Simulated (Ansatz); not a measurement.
**Si: band gap under strain**

How does strain move the band edges of Si (diamond), and do the functionals agree on it? States: -5.6 % shear in the xy plane; -2.8 % biaxial strain in x and y, free along z; -2.0 % strain along x alone.

The runs shown are made with Ansatz 0.2.0. PAW datasets, plane waves. Spin-unpolarised throughout; all numbers are computed.

**1. The system as given**

The unstrained cell was relaxed with r2SCAN; in each strained cell the atoms were relaxed again with r2SCAN. Names of k-points are those of the unstrained zone, where strain can split equivalent points. First state: -5.6 % shear in the xy plane.

It is orthorhombic, Imma (No. 74); a = 3.742 Å, b = 3.957 Å, c = 5.444 Å in the conventional setting, 20.16 Å³ an atom. Near Si stand 4 Si at 2.34–2.38 Å.

As a file:

```
Si
1.0
    -0.07581    2.72212    2.72212
     2.72212   -0.07581    2.72212
     2.64631    2.64631    0.00000
Si
2
Cartesian
  0.0000 0.0000 -0.0190
  1.3232 1.3232 1.3801
```

**2. -5.6 % shear in the xy plane: PBE**

Contents of input.yaml:

```yaml
crystal:
  lattice:
    - [-0.0758110113, 2.7221188962, 2.7221188962]
    - [2.7221188962, -0.0758110113, 2.7221188962]
    - [2.6463078849, 2.6463078849, 0.0]
  atoms:
    - { symbol: Si, position: [-0.0034916247, -0.0034916247, 0.0034916247] }
    - { symbol: Si, position: [0.2534916247, 0.2534916247, 0.2465083753] }
kpoints:
  mp_grid: { grid: [8, 8, 8] }
  band_path:
    path:
      - [0.0, 0.0, 0.0]
      - [0.5, 0.0, 0.5]
      - [0.625, 0.25, 0.625]
      - [0.375, 0.375, 0.75]
      - [0.5, 0.5, 0.5]
      - [0.5, 0.25, 0.75]
      - [0.4, 0.0, 0.4]
    npoints: 1
hamiltonian:
  xc: pbe
scf:
  occupations: { method: fermi_dirac, width: 0.02 }
  n_extra_bands: 4
output:
  forces: true
  stress: true
  eigenvalues: true
```

Further steps of the session: -5.6 % shear in the xy plane: r2SCAN; -5.6 % shear in the xy plane: HSE06; -2.8 % biaxial strain in x and y, free along z: PBE; -2.8 % biaxial strain in x and y, free along z: r2SCAN; -2.8 % biaxial strain in x and y, free along z: HSE06; -2.0 % strain along x alone: PBE; -2.0 % strain along x alone: r2SCAN; -2.0 % strain along x alone: HSE06.

What does the calculation give?

As calculated:

Least gap in eV (negative: overlap):

```
                                         state   PBE  r2SCAN  HSE06
                  -5.6 % shear in the xy plane  0.06    0.22   0.60
-2.8 % biaxial strain in x and y, free along z  0.26    0.43   0.80
                   -2.0 % strain along x alone  0.38    0.55   1.05
```

In words: Where both were run, the HSE06 gap lies +0.54 to +0.67 eV from PBE's, each on its own k points. In PBE the gap is least under -5.6 % shear in the xy plane (0.06 eV) and largest under -2.0 % strain along x alone (0.38 eV).
